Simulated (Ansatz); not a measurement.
## BaZrO3 (Pm-3m): how ε∞ follows the gap

The empty bands of BaZrO3 (Pm-3m) are shifted up rigidly by Δ, and ε∞ is computed for each shift.

Cell: a, b, c = 4.191, 4.191, 4.191 Å (primitive vectors), 5 atoms.

Method: Ansatz 0.2.0, PBEsol, independent particles, k-mesh 6×6×6 with interpolation inside its cells, Gaussian parameter 0.1 eV.

Launch of the response step: `ansatz run input.yaml --threads 4 --pin off --max-ram 8192MiB --backend cpu --events-out ev --progress --plain --runs-dir out`. The series took 2.5 min in all, on 4 threads of AMD EPYC (Zen 3), on a shared host.

| Δ (eV) | ε∞ |
| --- | --- |
| 0.00 | 5.090 |
| 0.40 | ? |
| 0.80 | 4.719 |
| 1.20 | 4.561 |
| 1.60 | 4.419 |
| 2.00 | 4.290 |

With one effective transition at E₀ and fixed dipole strength, ε∞ − 1 = A/(E₀ + Δ), so 1/(ε∞ − 1) is linear in Δ.

Working, on the rows shown:

| x = Δ (eV) | y = 1/(ε∞ − 1) |
| --- | --- |
| 0 | 0.244499 |
| 0.8 | 0.268889 |
| 1.2 | 0.28082 |
| 1.6 | 0.292483 |
| 2 | 0.303951 |

Means: x̄ = 1.12, ȳ = 0.27813. Σ(x − x̄)(y − ȳ) = 0.07045, Σ(x − x̄)² = 2.368. Slope = 0.07045 / 2.368 = 0.02975; intercept = ȳ − slope · x̄ = 0.24481. Turned back into ε∞, the line misses the rows shown by at most 0.0051.

**Question.** Fill in the last column of the withheld row.

**Answer.** At x = 0.4 the line gives y = 0.25671, that is 4.895. The run gave 4.894, so the interpolation is off by 0.0015, 0.2 % of the range in the table.

Refitted with all rows, the slope is 0.02973 and the intercept 0.24484. These give E₀ = intercept/slope = 8.2 eV, far above the least direct gap of 3.35 eV: most of the screening comes from transitions well over the edge. Over the first step ε∞ falls by 10 % per eV. Excitons are left out and so are local fields; PBEsol gaps are as a rule too small. Spin-orbit coupling is left out.
